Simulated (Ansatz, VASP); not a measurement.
# Tc: VASP beside Ansatz

```xyz
2
Lattice="2.7400 0.0000 0.0000 -1.3700 2.3729 0.0000 0.0000 0.0000 4.3980" Properties=species:S:1:pos:R:3 pbc="T T T"
Tc    0.0000    1.5819    1.0995
Tc    1.3700    0.7910    3.2985
```

Alike in both runs: task single point; functional PBE; k mesh 15 × 15 × 8; occupations fermi-dirac, width 0.05 eV; no spin polarisation.

```csv
,VASP,Ansatz
version,VASP 6.6.1,Ansatz 0.2.0
potentials or method,"VASP PAW PBE potentials, release 64 (Tc_pv), cutoff 520 eV","all-electron LAPW, scalar-relativistic"
```

|  | VASP | Ansatz | Ansatz less VASP |
| --- | --- | --- | --- |
| pressure (GPa) | 2.3 | 2.9 | +0.65 |
| largest component of the traceless stress (GPa) | 1.06 | 1.06 | -0.006 |

Ansatz ran all-electron here, so the differences hold the error of VASP's frozen core and of both bases.
